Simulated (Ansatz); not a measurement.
Crystal: Nb, diamond type, 2 atoms in the cell.

Theory: PBE, plane waves, PAW datasets (generated soft set 1) (Ansatz 0.2.0 development build).

Cutoff 420 eV; k-mesh 16×16×16 Γ-centred; Fermi–Dirac smearing of 0.0612 eV; no spin polarisation.

(1) What equilibrium volume, lattice constant and bulk modulus does this give?

Answers

(1) V₀ = 25.774 Å³/atom (a₀ = 5.908 Å), B₀ = 66.8 GPa, B₀′ = 4.50. The points behind the fit:

```json
{"V (Å³/atom)": "24.274", "a (Å)": "5.7909", "E − E(min) (meV/atom)": "20.31", "P (GPa)": "4.58"}
{"V (Å³/atom)": "24.791", "a (Å)": "5.8317", "E − E(min) (meV/atom)": "8.39", "P (GPa)": "2.84"}
{"V (Å³/atom)": "25.307", "a (Å)": "5.8719", "E − E(min) (meV/atom)": "1.81", "P (GPa)": "1.27"}
{"V (Å³/atom)": "25.823", "a (Å)": "5.9116", "E − E(min) (meV/atom)": "0.00", "P (GPa)": "-0.13"}
{"V (Å³/atom)": "26.340", "a (Å)": "5.9507", "E − E(min) (meV/atom)": "2.47", "P (GPa)": "-1.38"}
{"V (Å³/atom)": "26.856", "a (Å)": "5.9893", "E − E(min) (meV/atom)": "8.76", "P (GPa)": "-2.51"}
{"V (Å³/atom)": "27.373", "a (Å)": "6.0275", "E − E(min) (meV/atom)": "18.50", "P (GPa)": "-3.52"}
```

The published all-electron PBE values for this crystal (mean of FLEUR and WIEN2k, k-spacing 0.06 Å⁻¹; Bosoni et al., Nat. Rev. Phys. 6, 45 (2024)) are V₀ = 25.781 Å³/atom, B₀ = 66.8 GPa, B₀′ = 4.29. This run's mesh is coarser (spacing 0.12 Å⁻¹), so part of any difference comes from k-sampling.

The stress includes the program's correction for the finite plane-wave basis.

This cubic structure is a model: it isn't the usual form of the substance at ambient conditions, and such phases are metastable or hypothetical.
